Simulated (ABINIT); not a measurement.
Runs of ABINIT 10.8.3 (patched build) on KTaO3. Symmetry: Pm-3m, No. 221, cubic system. The conventional cell has a = 3.988 Å, b = 3.988 Å, c = 3.988 Å, α = 90.00°, β = 90.00°, γ = 90.00°. Ta (site symmetry m-3m) is surrounded by 6 O at 1.99 Å. K (site symmetry m-3m) is surrounded by 12 O at 2.82 Å. O (site symmetry 4/mmm) has 2 Ta at 1.99 Å as nearest neighbours. 

| task | level | potentials or basis | cell | k mesh | cutoff (eV) | smearing | stop of the response cycle (tolvrs) | acoustic sum rule (asr) | cell freedom (optcell) | optimiser (ionmov) | cutoff smearing ecutsm (Ha) | gap on the mesh (eV) | pressure (GPa) |
| --- | --- | --- | --- | --- | --- | --- | --- | --- | --- | --- | --- | --- | --- |
| single point | PBE | PseudoDojo NC SR PBE v0.4.1 standard | as given | 5 × 5 × 5 | 952 | fermi-dirac 0.05 eV | - | - | - | - | - | (a) | - |
| single point | LDA | PseudoDojo NC SR LDA v0.4.1 standard | as given | 5 × 5 × 5 | 952 | fermi-dirac 0.05 eV | - | - | - | - | - | 2.20 | - |
| relaxation of cell and atoms | PBE | PseudoDojo NC SR PBE v0.4.1 standard | relaxed | 5 × 5 × 5 | 1143 | fermi-dirac 0.05 eV | - | - | 2 | 2 | 0.5 | 2.29 | 0.0 |
| single point | LDA | PseudoDojo NC SR LDA v0.4.1 standard | cell relaxed | 5 × 5 × 5 | 1143 | fermi-dirac 0.05 eV | - | - | - | - | - | 2.28 | 0.0 |

Alike in all rows: no spin polarisation.

Estimate the missing entries.

(a) 2.35.

Caveats: spin-orbit coupling is left out, which moves the levels of the heavy elements; an odd mesh through Γ misses points on the zone boundary, where band edges often lie.

A k mesh can miss the band edges, and the runs leave out spin-orbit coupling on Ta.
